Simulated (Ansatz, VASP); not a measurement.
**One calculation of BAs, two programs**

```
B As
1.0
     0.00000    2.30783    2.30783
     2.30783    0.00000    2.30783
     2.30783    2.30783    0.00000
B As
1 1
Direct
  0.00000 0.00000 0.00000
  0.50000 0.50000 0.50000
```

Alike in both runs: functional PBE; k mesh 15 × 15 × 15; occupations fermi-dirac, width 0.08 eV; no spin polarisation.

Ansatz relaxed the structure, and its values are those at the end. VASP's run is a single point on that final structure, the one shown.

```csv
,VASP,Ansatz
version,VASP 6.6.1,Ansatz 0.2.0
potentials or method,"VASP PAW PBE potentials, release 64 (B, As)","PAW with Ansatz's default frozen-core files, scalar-relativistic"
plane-wave cutoff (eV),520,420
valence electrons in the cell,8,18
```

|  | VASP | Ansatz | Ansatz less VASP |
| --- | --- | --- | --- |
| pressure (GPa) | 0.4 | 0.0 | -0.35 |

The functional is the same, so the differences come from potentials, cutoffs and numerics. The two sets of potentials don't hold the same shells in valence.
